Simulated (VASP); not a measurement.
SnO, 4 atoms in the cell. The cell holds a slab with vacuum, 4 atoms: a = 3.836 Å, b = 3.836 Å, c = 30.634 Å, α = 90.00°, β = 90.00°, γ = 90.00°. 

- Program: VASP 6.6.1
- Task: single point
- Functional: PBE
- Dispersion: D3(BJ)
- Potentials or basis: VASP PAW PBE potentials, release 64 (Sn_d, O)
- Cutoff: 520 eV
- k mesh: 6 × 6 × 1
- Occupations: gaussian, width 0.02 eV
- Spin: no spin polarisation
- Dipole correction: yes
- Further INCAR settings: ALGO = Fast; EDIFF = 1e-06; NBANDS = 28

Potentials or basis: VASP PAW PBE potentials, release 64 (Sn_d, O).

Run with:

```console
$ cat potpaw_PBE.64/Sn_d/POTCAR potpaw_PBE.64/O/POTCAR > POTCAR
$ mpirun -np 1 vasp_std > vasp.out
```

Hardware: 1 thread of Intel(R) Xeon(R) Platinum 8488C (Sapphire Rapids) (shared host).

**Question.** Estimate the wall time of this run.

**Answer.** It took 5.5 min on 1 thread of Intel(R) Xeon(R) Platinum 8488C (Sapphire Rapids), on a shared host, peak memory 0.53 GiB. Counts: scf iterations 21, k points 13.
